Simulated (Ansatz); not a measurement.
**HfO₂: a ladder of calculations**

Cell of run 1: a structure deposited in the COD, taken as it stands.

Space group P2_1/c (No. 14); a = 5.1156, b = 5.1722, c = 5.2948 Å, β = 99.18°.

| site | Wyckoff | site symmetry | x | y | z |
| --- | --- | --- | --- | --- | --- |
| Hf | 4e | 1 | 0.2759 | 0.0412 | 0.2078 |
| O5 | 4e | 1 | 0.0730 | 0.3460 | 0.3320 |
| O9 | 4e | 1 | 0.4460 | 0.7480 | 0.4880 |

One atom of each set is listed.

Relaxed positions (PBE, cell held):

Hf (0.2766, 0.0418, 0.2082)
O5 (0.0721, 0.3376, 0.3407)
O9 (0.4465, 0.7583, 0.4796)

All runs are DFT with Ansatz 0.2.0 (plane waves and PAW, scalar-relativistic unless spin–orbit coupling is named, Γ-centred meshes, Fermi–Dirac smearing where given) in this cell.

Run 1: PBE, gradients read without the response of the cores, atoms as given; 420 eV, 5×5×5 k-points, smearing 0.02 eV.
Run 2: PBE, gradients read without the response of the cores, atoms relaxed; 420 eV, 5×5×5 k-points, smearing 0.02 eV.
Run 3: r2SCAN, gradients read without the response of the cores, at the relaxed atoms; 500 eV, 5×5×5 k-points, smearing 0.02 eV.

Q: What does each run give, and what moves the gradients most?

A: 

```csv
run,Hf V_zz (η),O5 V_zz (η),O9 V_zz (η)
1,14.99 (0.28),-1.74 (0.61),1.11 (0.83)
2,11.66 (0.22),-1.34 (0.83),1.08 (0.95)
3,11.75 (0.23),-1.33 (0.82),1.11 (0.98)
```

V_zz in 10²¹ V/m². Against run 1, the gradient tensors on these sites move by at most 10.63 in run 2 (Hf), 10.70 in run 3 (Hf). Taken one at a time, the positions of the atoms (as given or relaxed) move the tensors on these sites by up to 10.63 (largest principal value of the change, on Hf), the functional (r2SCAN with its higher cutoff) by 0.13 (Hf).

Without spin–orbit coupling the gradients at and beside Hf can be off by some per cent, at some sites by more. In run 1 the atoms aren't at the calculated equilibrium (largest force 1.2 eV/Å). The cell isn't the equilibrium one in run 2 (calculated pressure 5 GPa), and the entry's cell may itself be off.
